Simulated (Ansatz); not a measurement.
Runs of Ansatz 0.2.0 on CdS. It takes space group Fm-3m (No. 225, cubic). Conventional cell: a = 5.506 Å, b = 5.506 Å, c = 5.506 Å, α = 90.00°, β = 90.00°, γ = 90.00°. Cd (site symmetry m-3m) has 6 S at 2.75 Å as nearest neighbours. Around S (site symmetry m-3m) lie 6 Cd at 2.75 Å. Measurements of this composition are mostly on another form, of space group No. 186.

| task | level | spin | cell | k mesh | points for each segment of the path | gap on the mesh (eV) | pressure (GPa) | relaxed volume (Å³/atom) |
| --- | --- | --- | --- | --- | --- | --- | --- | --- |
| band structure | LDA | SOC, no magnetisation | as given | 6 × 6 × 6 | 14 | none | -6.9 | - |
| relaxation of cell and atoms | PBEsol | off | relaxed | 8 × 8 × 8 | - | 0.13 | 0.0 | (b) |
| band structure | PBEsol | off | as given | 8 × 8 × 8 | 14 | 0.14 | -4.4 | - |
| band structure | LDA | off | as given | 8 × 8 × 8 | 14 | none | -6.9 | - |
| relaxation of cell and atoms | LDA | off | relaxed | 8 × 8 × 8 | - | none | 0.0 | (a) |

Alike in all rows: potentials or basis Ansatz PAW; cutoff (eV) 420; smearing fermi-dirac 0.05 eV.

Q: Fill in the values left out.

A: (a) 19.03; (b) 19.66.

Caveats: the PAW data sets come from PBE, with cores solved anew for the run's functional, which leaves a small shift of forces and pressure; the plane-wave basis is chosen anew once the cell has moved, so the energies of steps on either side of that aren't comparable (some runs).

A k mesh can miss the band edges, and rows without SOC leave out spin-orbit coupling on Cd.

A gap of «none» marks a metal or a gap under the smearing width.

Runs at the PBE level aren't shown here.
